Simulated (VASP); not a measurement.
# Si2W (I4/mmm) in VASP: a series of runs

One crystal, Si2W, is run at these levels: LDA; tasks: relaxation of cell and atoms, vibrations by finite differences.

Program: VASP 6.6.1. These are calculated values, not measurements. Logs are shortened: lines on timing, memory, paths and dates and some standing lists are left out, and cuts for length are marked.

### Step 1. The crystal as given

The structure is tetragonal, space group I4/mmm (No. 139). Conventional cell: a = 3.214 Å, b = 3.214 Å, c = 7.830 Å, α = 90.00°, β = 90.00°, γ = 90.00°. Around Si (site symmetry 4mm) lie 5 Si at 2.59 to 2.63 Å and 5 W at 2.62 Å. W (site symmetry 4/mmm) has 10 Si at 2.62 Å as nearest neighbours.

### Step 2. Relaxation of cell and atoms, LDA

INCAR reads:

```
PREC = Accurate
ENCUT = 350
EDIFF = 1E-7
ISMEAR = 0
SIGMA = 0.1
LREAL = F
LASPH = T
NELM = 100
ALGO = Fast
ISIF = 3
LWAVE = F
LCHARG = F
GGA = CA
IBRION = 2
NSW = 80
EDIFFG = -0.002
KPAR = 4
```

KPOINTS reads:

```
Automatic mesh
0
Gamma
  10 10 10
```

POSCAR reads:

```
Si2W
1.0
   -1.6069000000      1.6069000000      3.9149500000
    1.6069000000     -1.6069000000      3.9149500000
    1.6069000000      1.6069000000     -3.9149500000
Si W
2 1
Direct
    0.3347000000      0.3347000000      0.0000000000
    0.6653000000      0.6653000000      0.0000000000
    0.0000000000      0.0000000000      0.0000000000
```

Potentials or basis: VASP PAW LDA potentials, release 64 (Si, W_sv).

Run with:

```console
> cat potpaw_LDA.64/Si/POTCAR potpaw_LDA.64/W_sv/POTCAR > POTCAR
> mpirun -np 4 vasp_std > vasp.out
```

OUTCAR:

```text
PREC = Accurate
   ENCUT = 350
   EDIFF = 1E-7
   ISMEAR = 0
   LREAL = F
   LASPH = T
   NELM = 100
   ISIF = 3
   GGA = CA
   IBRION = 2
   NSW = 80
   EDIFFG = -0.002

 ion  position               nearest neighbor table
   1  0.335  0.335  0.000-   2 2.59   3 2.62   3 2.62   3 2.62   3 2.62   3 2.62   2 2.63   2 2.63
                             2 2.63   2 2.63
   2  0.665  0.665  0.000-   1 2.59   3 2.62   3 2.62   3 2.62   3 2.62   3 2.62   1 2.63   1 2.63
                             1 2.63   1 2.63
   3  0.000  0.000  0.000-   2 2.62   2 2.62   2 2.62   1 2.62   2 2.62   1 2.62   1 2.62   1 2.62
                             1 2.62   2 2.62

  LATTYP: Found a body centered tetragonal cell.
 ALAT       =     3.2138000000
 C/A-ratio  =     2.4363370465

  Lattice vectors:

 A1 = (  -1.6069000000,   1.6069000000,   3.9149500000)
 A2 = (   1.6069000000,  -1.6069000000,   3.9149500000)
 A3 = (   1.6069000000,   1.6069000000,  -3.9149500000)

Analysis of symmetry for initial positions (statically):
=====================================================================
 Subroutine PRICEL returns:
 Original cell was already a primitive cell.

 Routine SETGRP: Setting up the symmetry group for a
 body centered tetragonal supercell.

 Subroutine GETGRP returns: Found 16 space group operations
 (whereof 16 operations were pure point group operations)
 out of a pool of 16 trial point group operations.

The static configuration has the point symmetry D_4h.

Analysis of symmetry for dynamics (positions and initial velocities):
=====================================================================
 Subroutine PRICEL returns:
 Original cell was already a primitive cell.

 Routine SETGRP: Setting up the symmetry group for a
 body centered tetragonal supercell.

 Subroutine GETGRP returns: Found 16 space group operations
 (whereof 16 operations were pure point group operations)
 out of a pool of 16 trial point group operations.

The dynamic configuration has the point symmetry D_4h.

 Subroutine INISYM returns: Found 16 space group operations
 (whereof 16 operations are pure point group operations),
 and found     1 'primitive' translations

----------------------------------------------------------------------------------------

                                     Primitive cell

  volume of cell :      40.4356

  direct lattice vectors                    reciprocal lattice vectors
    -1.606900000  1.606900000  3.914950000     0.000000000  0.311158131  0.127715552
     1.606900000 -1.606900000  3.914950000     0.311158131  0.000000000  0.127715552
     1.606900000  1.606900000 -3.914950000     0.311158131  0.311158131  0.000000000

  length of vectors
     4.526708376  4.526708376  4.526708376     0.336348992  0.336348992  0.440044048

  position of ions in fractional coordinates (direct lattice)
     0.334700000  0.334700000  0.000000000
     0.665300000  0.665300000  0.000000000
     0.000000000  0.000000000  0.000000000

  ion indices of the primitive-cell ions
   primitive index   ion index
                 1           1
                 2           2
                 3           3

----------------------------------------------------------------------------------------

 KPOINTS: Automatic mesh

Automatic generation of k-mesh.
 Grid dimensions read from file:
 generate k-points for:   10   10   10

 Generating k-lattice:

  Cartesian coordinates                     Fractional coordinates (reciprocal lattice)
     0.000000000  0.031115813  0.012771555     0.100000000  0.000000000  0.000000000
     0.031115813  0.000000000  0.012771555     0.000000000  0.100000000  0.000000000
     0.031115813  0.031115813  0.000000000     0.000000000  0.000000000  0.100000000

  Length of vectors
     0.033634899  0.033634899  0.044004405

  Shift w.r.t. Gamma in fractional coordinates (k-lattice)
     0.000000000  0.000000000  0.000000000

 Subroutine IBZKPT returns following result:
 ===========================================

 Found    102 irreducible k-points:

 Following reciprocal coordinates:
            Coordinates               Weight
  0.000000  0.000000  0.000000      1.000000
  0.100000 -0.000000  0.000000      8.000000
  0.200000 -0.000000  0.000000      8.000000
  0.300000  0.000000 -0.000000      8.000000
  0.400000  0.000000  0.000000      8.000000
  0.500000  0.000000  0.000000      4.000000
[... 16 lines left out ...]
  0.300000  0.300000 -0.000000      8.000000
  0.400000  0.300000 -0.000000     16.000000
 [... further k-points ...]
   k-points           NKPTS =    102   k-points in BZ     NKDIM =    102   number of bands    NBANDS=     15
   number of dos      NEDOS =    301   number of ions     NIONS =      3
   total plane-waves  NPLWV =  21952
   dimension x,y,z NGX =    28 NGY =   28 NGZ =   28
   dimension x,y,z NGXF=    56 NGYF=   56 NGZF=   56
   ions per type =               2   1
   NGX,Y,Z   is equivalent  to a cutoff of  10.28, 10.28, 10.28 a.u.
   NGXF,Y,Z  is equivalent  to a cutoff of  20.57, 20.57, 20.57 a.u.
 SYSTEM =  unknown system
   PREC   = accura    normal or accurate (medium, high low for compatibility)
   ISTART =      0    job   : 0-new  1-cont  2-samecut
   ICHARG =      2    charge: 1-file 2-atom 10-const
   ISPIN  =      1    spin polarized calculation?
   LNONCOLLINEAR =      F non collinear calculations
   LSORBIT =      F    spin-orbit coupling
   LASPH  =      T    aspherical Exc in radial PAW
   ENCUT  =  350.0 eV  25.72 Ry    5.07 a.u.   6.91  6.91  6.91*2*pi/ulx,y,z
   NELM   =    100;   NELMIN=  2; NELMDL= -5     # of ELM steps
   EDIFF  = 0.1E-06   stopping-criterion for ELM
   LREAL  =      F    real-space projection
   EDIFFG = -.2E-02   stopping-criterion for IOM
   NSW    =     80    number of steps for IOM
   IBRION =      2    ionic relax: 0-MD 1-quasi-New 2-CG
   NFREE  =      1    steps in history (QN), initial steepest desc. (CG)
   ISIF   =      3    stress and relaxation
   ISYM   =      2    0-nonsym 1-usesym 2-fastsym
   POTIM  = 0.5000    time-step for ionic-motion
   TEBEG  =    0.0;   TEEND  =   0.0 temperature during run
   PSTRESS=    0.0 pullay stress
   NELECT =      22.0000    total number of electrons
   NUPDOWN=      -1.0000    fix difference up-down
   EMIN   =  10.00;   EMAX   =-10.00  energy-range for DOS
   EFERMI =   0.00;   METHOD = LEGACY
   ISMEAR =     0;   SIGMA  =   0.10  broadening in eV -4-tet -1-fermi 0-gaus
   EFERMI_NEDOS =   21; number of points for ismear=-14 and -15
   IALGO  =     68    algorithm
   IMIX   =      4    mixing-type and parameters
     AMIX     =   0.40;   BMIX     =  1.00
     AMIX_MAG =   1.60;   BMIX_MAG =  1.00
  volume/ion in A,a.u.               =      13.48        90.96
  Fermi-wavevector in a.u.,A,eV,Ry     =   1.336476  2.525573 24.302284  1.786167
  Thomas-Fermi vector in A             =   2.465099
   LORBIT       =      0    0 simple, 1 ext, 2 COOP (PROOUT), +10 PAW based schemes
   GGA     = CA    functional components
   LHFCALC =     F    Hartree Fock is set to
   AEXX    =    0.0000 exact exchange contribution
   IVDW    =     0    specifies the selected vdW correction
   LEPSILON=     F    determine dielectric tensor
   LRPA    =     F    only Hartree local field effects (RPA)
 conjugate gradient relaxation of ions
 non-spin polarized calculation
 RMM-DIIS sequential band-by-band and
 Gauss-broadening in eV      SIGMA  =   0.10
  energy-cutoff  :      350.00
  volume of cell :       40.44
 maximum number of plane-waves:       612
   NGX = 13   NGY = 13   NGZ = 13

--------------------------------------- Ionic step        1  -------------------------------------------

 number of electron      22.0000001 magnetization

 Free energy of the ion-electron system (eV)
  ---------------------------------------------------
  ext. energy  EPLUGINS =         0.00000000
  ---------------------------------------------------
  free energy    TOTEN  =       -27.33529022 eV

  energy without entropy =      -27.33292190  energy(sigma->0) =      -27.33410606

------------------------ aborting loop because EDIFF is reached ----------------------------------------

  FORCE on cell =-STRESS in cart. coord.  units (eV):
  Direction    XX          YY          ZZ          XY          YZ          ZX
  --------------------------------------------------------------------------------------
  -------------------------------------------------------------------------------------
  Total       -1.2859179     -1.2859179     -1.3482206      0.0000000     -0.0000000      0.0000000
  in kB      -50.9518439    -50.9518439    -53.4204616      0.0000000     -0.0000000      0.0000000
  external PRESSURE =     -51.7747165 kB  Pullay stress =       0.0000000 kB
[... 92 lines left out ...]
  FREE ENERGIE OF THE ION-ELECTRON SYSTEM (eV)
  ---------------------------------------------------
  free  energy   TOTEN  =       -27.3499760684 eV

  energy  without entropy=      -27.3476684502  energy(sigma->0) =      -27.34882226

[... ionic steps 4 to 9 ...]

--------------------------------------- Ionic step       10  -------------------------------------------

 number of electron      22.0000002 magnetization

------------------------ aborting loop because EDIFF is reached ----------------------------------------
[... 69 lines left out ...]
--------------------------------------- Ionic step       12  -------------------------------------------

 number of electron      22.0000002 magnetization

 Free energy of the ion-electron system (eV)
  ---------------------------------------------------
  ext. energy  EPLUGINS =         0.00000000
  ---------------------------------------------------
  free energy    TOTEN  =       -27.35005882 eV

  energy without entropy =      -27.34767342  energy(sigma->0) =      -27.34886612

 E-fermi :  12.2033     XC(G=0): -12.7528

 val. band max:       12.2008177246   @ k =  -0.2000  -0.3000   0.2000
 cond. band min:      12.2246581698   @ k =  -0.4000   0.4000   0.4000
 fundamental gap:      0.0238404452
 Fermi energy:        12.2033372396

 k-point     1 :       0.0000    0.0000    0.0000
  band No.  band energies     occupation
      1     -61.1377      2.00000
      2     -25.6872      2.00000
      3     -25.6455      2.00000
      4     -25.6455      2.00000
      5      -1.9674      2.00000
      6       5.2495      2.00000
      7       8.5332      2.00000
      8       8.7592      2.00000
      9       9.3257      2.00000
     10       9.3257      2.00000
     11      12.8360      0.00000
     12      15.1012      0.00000
     13      15.1586      0.00000
     14      15.3885      0.00000
[... 401 lines left out ...]
      2     -25.8438      2.00000
      3     -25.7779      2.00000
      4     -25.6555      2.00000
      5       2.4005      2.00000
      6       3.4669      2.00000
      7       5.9996      2.00000
      8       7.6744      2.00000
      9       8.8159      2.00000
     10       9.6552      2.00000
     11      10.0820      2.00000
     12      12.7245      0.00000
     13      14.0134      0.00000
     14      16.0286      0.00000
     15      17.1490      0.00000

 [... further k-points ...]

------------------------ aborting loop because EDIFF is reached ----------------------------------------

  FORCE on cell =-STRESS in cart. coord.  units (eV):
  Direction    XX          YY          ZZ          XY          YZ          ZX
  --------------------------------------------------------------------------------------
  -------------------------------------------------------------------------------------
  Total        0.0015180      0.0015180      0.0050351      0.0000000      0.0000000      0.0000000
  in kB        0.0615089      0.0615089      0.2040250      0.0000000      0.0000000      0.0000000
  external PRESSURE =       0.1090143 kB  Pullay stress =       0.0000000 kB
[... 18 lines left out ...]
  FREE ENERGIE OF THE ION-ELECTRON SYSTEM (eV)
  ---------------------------------------------------
  free  energy   TOTEN  =       -27.3500588248 eV

  energy  without entropy=      -27.3476734200  energy(sigma->0) =      -27.34886612

 reached required accuracy - stopping structural energy minimisation
```

Run time: 3 min. Hardware: 4 MPI ranks of AMD EPYC 7R13 (Zen 3), shared host; peak memory 0.14 GiB.

What came out:

```yaml
Free_energy: -27.3501 eV
Relaxed_volume: 13.18 Å³/atom
Relaxed_cell: a = 4.495 Å, b = 4.495 Å, c = 4.495 Å, α = 138.45°, β = 138.45°, γ = 60.22°
Space_group_after_relaxing_to_0.05_Å: I4/mmm (No. 139)
Energy_gained_by_relaxing: 4.9 meV/atom
Ionic_steps: 12
Pressure_after_relaxing: 0.0 GPa
Band_gap_on_the_k_mesh: none (metal or under the smearing width)
```

The path:
```tsv
step	energy change (eV)	largest force (eV/Å)	pressure (GPa)	volume (Å³)
1	0.0000	0.0711	-5.18	40.44
2	0.0399	0.1868	11.16	37.94
3	-0.0147	0.0112	-0.09	39.56
4	-0.0147	0.0129	0.02	39.54
5	-0.0148	0.0045	0.04	39.53
6	-0.0148	0.0071	0.03	39.54
7	-0.0148	0.0068	0.03	39.54
8	-0.0148	0.0055	0.04	39.53
9	-0.0148	0.0070	0.04	39.54
10	-0.0148	0.0004	-0.07	39.55
11	-0.0148	0.0026	-0.02	39.54
12	-0.0148	0.0002	0.01	39.54
```

Final structure:
```
Si W
1.0
    -1.59439    1.59439    3.88855
     1.59439   -1.59439    3.88855
     1.59439    1.59439   -3.88855
Si W
2 1
Direct
  0.33476 0.33476 0.00000
  0.66524 0.66524 0.00000
  0.00000 0.00000 0.00000
```

Levels at points of the mesh, in eV from the Fermi level:
```csv
k point,band 8,band 9,band 10,band 11,band 12,band 13,band 14,band 15
"(0.00, 0.00, 0.00)",-3.44,-2.88,-2.88,0.63,2.90,2.96,3.19,3.19
"(0.50, 0.00, 0.00)",-4.84,-2.84,-2.84,-0.45,2.76,2.85,4.01,4.57
"(0.50, 0.50, 0.00)",-5.45,-5.05,-3.33,-1.66,2.91,3.02,3.21,3.99
"(0.50, 0.50, 0.50)",-2.62,-0.78,-0.78,-0.52,-0.52,0.82,4.58,5.05
```

### Step 3. Relaxation of cell and atoms, LDA

This run uses another cell than the first one, of 13.18 Å³/atom, 0.978 times its volume.

INCAR is that of step 2.

KPOINTS is that of step 2.

POSCAR reads:

```
Si2W                                    
1.0
   -1.5943880980      1.5943880980      3.8885455936
    1.5943880980     -1.5943880980      3.8885455936
    1.5943880980      1.5943880980     -3.8885455936
  Si              W             
     2     1
Direct
     0.3347596865420953    0.3347596865420953    0.0000000000000000
     0.6652403134579048    0.6652403134579048    1.0000000000000000
     0.0000000000000000    0.0000000000000000    0.0000000000000000
```

Potentials or basis: VASP PAW LDA potentials, release 64 (Si, W_sv).

Run with:

```console
> cat potpaw_LDA.64/Si/POTCAR potpaw_LDA.64/W_sv/POTCAR > POTCAR
> mpirun -np 4 vasp_std > vasp.out
```

Wall time 29 s (4 MPI ranks of AMD EPYC 7R13 (Zen 3), shared host); peak memory 0.13 GiB.

The run converged. Its results:

- Free energy: -27.3484 eV
- Pressure after relaxing: 0.0 GPa
- Band gap on the k mesh: none (metal or under the smearing width)

Final structure:
```
Si W
1.0
    -1.59439    1.59439    3.88855
     1.59439   -1.59439    3.88855
     1.59439    1.59439   -3.88855
Si W
2 1
Direct
  0.33476 0.33476 0.00000
  0.66524 0.66524 0.00000
  0.00000 0.00000 0.00000
```

Levels at points of the mesh, in eV from the Fermi level:
```csv
k point,band 7,band 8,band 9,band 10,band 11,band 12,band 13,band 14,band 15
"(0.00, 0.00, 0.00)",-3.67,-3.44,-2.88,-2.88,0.63,2.90,2.96,3.19,3.19
"(0.50, 0.00, 0.00)",-5.80,-4.84,-2.84,-2.84,-0.45,2.76,2.85,4.01,5.21
"(0.50, 0.50, 0.00)",-6.00,-5.45,-5.05,-3.33,-1.66,2.91,3.02,3.21,4.43
"(0.50, 0.50, 0.50)",-3.97,-2.62,-0.78,-0.78,-0.52,-0.52,0.82,4.58,5.05
```

Caveat: the relaxation stopped at its first step, so nothing moved. Spin-orbit coupling is left out, which matters for the levels of W.

### Step 4. Vibrations by finite differences, LDA

This run uses another cell than the first one, of 13.18 Å³/atom, 0.978 times its volume.

INCAR reads:

```
SYSTEM = Si2W
  PREC = Accurate
  ENCUT = 350
  EDIFF = 1E-8
  ISMEAR = 0
  SIGMA = 0.1
  LREAL = .False.
  LASPH = .True.
  NELM = 100
  ALGO = Fast
  ISIF = 3
  LWAVE = .False.
  LCHARG = .False.
  GGA = CA
  NBANDS = 18
  IBRION = 6
  NFREE = 2
  POTIM = 0.015
  NSW = 1
  KPAR = 4
```

KPOINTS reads:

```
regular mesh
0
Gamma
  10 10 10
  0 0 0
```

POSCAR reads:

```
Si2W                                    
1.0
   -1.5943880980      1.5943880980      3.8885455936
    1.5943880980     -1.5943880980      3.8885455936
    1.5943880980      1.5943880980     -3.8885455936
  Si              W             
     2     1
Direct
     0.3347596865420925    0.3347596865420925    0.0000000000000000
     0.6652403134579075    0.6652403134579075    0.0000000000000000
     0.0000000000000000    0.0000000000000000    0.0000000000000000
```

Run with:

```console
> cat potpaw_LDA.64/Si/POTCAR potpaw_LDA.64/W_sv/POTCAR > POTCAR
> mpirun -np 4 vasp_std > vasp.out
```

Run time: 14 min. Hardware: 4 MPI ranks of AMD EPYC 7R13 (Zen 3), shared host; peak memory 0.3 GiB.

It converged, with:

```
Voigt bulk modulus            : 241 GPa
Highest phonon frequency at Γ : 438 cm⁻¹
```

Phonon frequencies in cm⁻¹ (negative: imaginary):
```csv
q point,frequencies
"(0.000, 0.000, 0.000)",0 0 0 264 264 307 339 339 438
```

Elastic tensor in Voigt notation (GPa, in the Cartesian axes of the cell as first typed):
```
447 134 108   0   0   0
134 447 108   0   0   0
108 108 573   0   0   0
  0   0   0 214   0   0
  0   0   0   0 214   0
  0   0   0   0   0 216
```

Clamped-ion elastic tensor (GPa):
```
451 138 111   0   0   0
138 451 111   0   0   0
111 111 576   0   0   0
  0   0   0 216   0   0
  0   0   0   0 216   0
  0   0   0   0   0 216
```

Caveat: elastic constants of metals need much finer meshes, so these are rough. The run has no spin-orbit coupling, so splittings on W are missing.
